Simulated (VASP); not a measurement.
CdTe:

```
CELL_PARAMETERS angstrom
0.00000 3.20500 3.20500
3.20500 0.00000 3.20500
3.20500 3.20500 0.00000
ATOMIC_POSITIONS crystal
Te 0.50000 0.50000 0.50000
Cd 0.00000 0.00000 0.00000
```

The cell was built by a generator and needn't be a form met in nature.

```yaml
Program: VASP 6.6.1
Task: relaxation of cell and atoms
Functional: LDA
Potentials_or_basis: VASP PAW LDA potentials, release 64 (Te, Cd)
Cutoff: 600 eV
k_mesh: 10 × 10 × 10
Occupations: gaussian, width 0.03 eV
Spin: no spin polarisation
```

At the start: pressure -8.0 GPa; volume 32.92 Å³/atom.

Question: Where does the relaxation end?

Answer: Over 3 steps the energy falls by 209.7 meV/atom and the volume is 26.25 Å³/atom (-20.3 %); space group Fm-3m (No. 225, to 0.05 Å).

The path:
```
step  energy change (eV)  largest force (eV/Å)  pressure (GPa)  volume (Å³)
   1              0.0000                0.0000           -8.03        65.84
   2             -0.4141                0.0000            1.49        51.34
   3             -0.4194                0.0000            0.02        52.50
```

Final structure:
```xyz
2
Lattice="0.0000 2.9719 2.9719 2.9719 0.0000 2.9719 2.9719 2.9719 0.0000" Properties=species:S:1:pos:R:3 pbc="T T T"
Te    2.9719    2.9719    2.9719
Cd    0.0000    0.0000    0.0000
```

Caveat: the volume moved by over 15 % at a fixed basis, so the end points are rough.
